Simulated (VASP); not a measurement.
Crystal: Cd.

```
CELL_PARAMETERS angstrom
1.60803 0.92840 2.44929
-1.60803 0.92840 2.44929
0.00000 -1.85679 2.44929
ATOMIC_POSITIONS crystal
Cd 0.00000 0.00000 0.00000
```

This isn't the form of Cd at room conditions, which is hcp.

Program: VASP 6.6.1. Alike in all runs: cell as given.

**Question.** Order these runs on this cell by their pressure, lowest first.
A. level r2SCAN+D4; potentials or basis VASP PAW PBE potentials, release 64 (Cd); spin collinear, ferromagnetic start; k mesh 10 × 10 × 10; cutoff (eV) 500; smearing gaussian 0.01 eV
B. level LDA; potentials or basis VASP PAW LDA potentials, release 54 (Cd); spin off; k mesh 10 × 10 × 10; cutoff (eV) 520; smearing gaussian 0.1 eV
C. level RPBE+D3; potentials or basis VASP PAW PBE potentials, release 64 (Cd_GW); spin non-collinear, ferromagnetic start; k mesh 7 × 7 × 7; cutoff (eV) 550; smearing gaussian 0.1 eV
D. level RPBE; potentials or basis VASP PAW PBE potentials, release 64 (Cd); spin off; k mesh 10 × 10 × 10; cutoff (eV) 500; smearing methfessel-paxton 0.1 eV

**Answer.** B (-4.5 GPa), A (-1.0 GPa), C (2.9 GPa), D (4.9 GPa).

Caveats: the PAW data sets were made with another functional, which shifts forces and pressure a little (some runs); pairwise dispersion overbinds metals, which lowers pressure and volume (some runs).
